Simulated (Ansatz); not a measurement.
**Ba: a single-point run**

Wanted: a converged single-point run for Ba, and a check of what comes out.

Program: Ansatz 0.2.0. Level of theory: Kohn-Sham DFT, with the functional, basis and potentials that each input names (as first typed). These are calculated values, not measurements.

## Step 1: The starting structure

Symmetry: Im-3m, No. 229, cubic system. Conventional cell: a = 5.000 Å, b = 5.000 Å, c = 5.000 Å, α = 90.00°, β = 90.00°, γ = 90.00°. Ba (site symmetry m-3m) is surrounded by 8 Ba at 4.33 Å.

Structure file:

```cif
data_structure
_symmetry_space_group_name_H-M 'Im-3m'
_symmetry_Int_Tables_number 229
_cell_length_a 5.0000
_cell_length_b 5.0000
_cell_length_c 5.0000
_cell_angle_alpha 90.000
_cell_angle_beta 90.000
_cell_angle_gamma 90.000
_cell_volume 125.00
loop_
_atom_site_label
_atom_site_type_symbol
_atom_site_symmetry_multiplicity
_atom_site_Wyckoff_symbol
_atom_site_fract_x
_atom_site_fract_y
_atom_site_fract_z
_atom_site_occupancy
Ba1 Ba 2 a 0.00000 0.00000 0.00000 1
```

## Step 2: Running it

input.yaml

```yaml
crystal:
  lattice:
    - [-2.5, 2.5, 2.5]
    - [2.5, -2.5, 2.5]
    - [2.5, 2.5, -2.5]
  atoms:
    - { symbol: Ba, position: [0.0, 0.0, 0.0] }
kpoints:
  mp_grid: { grid: [10, 10, 10] }
  band_path:
    path:
      - [0.0, 0.0, 0.0]
      - [0.5, -0.5, 0.5]
      - [0.0, 0.0, 0.5]
      - [0.0, 0.0, 0.0]
      - [0.25, 0.25, 0.25]
      - [0.5, -0.5, 0.5]
      - [0.25, 0.25, 0.25]
      - [0.0, 0.0, 0.5]
    npoints: 5
scf:
  occupations: { method: fermi_dirac, width: 0.05 }
  max_iter: 80
hamiltonian:
  xc: pbesol
  pseudopotentials: { kind: paw }
  hubbard: { sites: [{ species: Ba, l: f, u_eff: 4.0 }] }
output:
  forces: true
  stress: true
  eigenvalues: true
  efg: { contact_densities: true }
```

On the command line:

```bash
ansatz run input.yaml --threads 1 --pin off --max-ram 2048MiB --backend cpu --events-out ev --progress --plain --runs-dir out
```

Q: Will this input give a usable result? If not, why, and what should change?

The run ended at the input check. The line that matters: «inconsistent input (hamiltonian.hubbard.sites[].l, hamiltonian.hubbard.sites[].shell): the file of Ba doesn't list 4f, and it can't be added: PBE doesn't bind the shell 4f of the free atom, whose level lies at +0.87 eV ...»

In the input, hamiltonian.hubbard.sites is [{species: Ba, l: f, u_eff: 4.0}]. The Hubbard term names a species or shell that the system's potentials don't have.

What to do: delete hamiltonian.hubbard.sites.
